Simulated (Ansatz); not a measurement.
## Ionic part of the dielectric constant of GaAs at 6 GPa, mode by mode

Computed with DFT PBEsol, scalar-relativistic, plane waves, PAW (Ansatz 0.2.0). Settings: 420 eV plane-wave cutoff, Γ-centred 12×12×12 mesh, fixed occupations. No spin polarisation. Phonons by linear response, acoustic sum rule imposed.

It takes space group F-43m (No. 216, cubic). The conventional cell has a = 5.523 Å, b = 5.523 Å, c = 5.523 Å, α = 90.00°, β = 90.00°, γ = 90.00°. Around Ga (site symmetry -43m) lie 4 As at 2.39 Å. Around As (site symmetry -43m) lie 4 Ga at 2.39 Å.

 The run warned that the force constants aren't converged on this k mesh, so the frequencies and all that is formed from them are rough. The bands were filled as in an insulator; under compression the gap may have closed between mesh points.

The primitive cell has V = 42.11 Å³ and ε∞,zz = 12.553. Each polar mode adds Δε = (4.92064×10⁷/V)·S/ν² along z, with S its oscillator strength in e²/amu, ν in cm⁻¹ and V in Å³.

Question: From these modes, find each Δε and ε0,zz.
```
ν (cm⁻¹) S_zz (e²/amu)
   286.7         0.1086
```

Answer:
```
ν (cm⁻¹)    Δε
   286.7  1.54
```

The sum is 1.543, so ε0,zz = 14.10; the run's tensor has 14.10.

Question: Where do the longitudinal modes lie for a wave vector along z?

Answer: At 304 cm⁻¹. The Lyddane–Sachs–Teller product Π(ν_LO/ν_TO)² = 1.12 matches ε0/ε∞ = 1.12.

Cost: 1 run of about 3.4 core-minutes, on Arm Neoverse V2 (shared hosts).

The dielectric response of compressed GaAs is overwhelmingly electronic: the lattice adds only about 1.54 to an ε∞ of 12.553. This is what a mainly covalent semiconductor should show. Ga and As differ little in electronegativity, so the polar optical mode carries a modest oscillator strength, while the easily polarised bonding electrons respond strongly and screen the long-range field that lifts the longitudinal mode above the transverse one.

The electronic part is larger than the well-known ambient value, although compression normally lowers it in GaAs. The likely cause is the semilocal functional's underestimated gap, which makes virtual interband transitions too easy and would also make the longitudinal–transverse splitting too small.

The Lyddane–Sachs–Teller agreement confirms the internal arithmetic but not the phonon frequency: with a single polar mode, both ratios follow from the same oscillator strength, frequency and ε∞, so an error in the force constants would pass unnoticed. Because the ionic term varies as the inverse square of the frequency, it is more sensitive to such an error than the total constant.
